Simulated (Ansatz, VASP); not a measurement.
## TePb: VASP beside Ansatz

```xyz
2
Lattice="0.0000 3.2709 3.2709 3.2709 0.0000 3.2709 3.2709 3.2709 0.0000" Properties=species:S:1:pos:R:3 pbc="T T T"
Te    0.0000    0.0000    0.0000
Pb    3.2709    3.2709    3.2709
```

The cell is a database's computed one.

Alike in both runs: task single point; functional PBE; k mesh 4 × 4 × 4; occupations gaussian, width 0.1 eV; no spin polarisation.

```csv
,VASP,Ansatz
version,VASP 6.6.1,Ansatz 0.2.0
potentials or method,"VASP PAW PBE potentials, release 64 (Te, Pb_d)","scalar-relativistic, plane waves, PAW"
plane-wave cutoff (eV),520,420
valence electrons in the cell,20,30
```

Ansatz gave:

- gap on the k mesh at the Fermi level (eV): 0.80
- least direct gap on the mesh (eV): 0.80
- pressure (GPa): 0.5

Task: Which values does VASP return?

Result: gap on the k mesh at the Fermi level (eV): 0.81; least direct gap on the mesh (eV): 0.81; pressure (GPa): 0.5.

The two sets of potentials don't hold the same shells in valence.

Caveats: spin-orbit coupling is left out, which as a rule narrows the gap of such compounds by several tenths of an eV. A k mesh can miss the band edges.
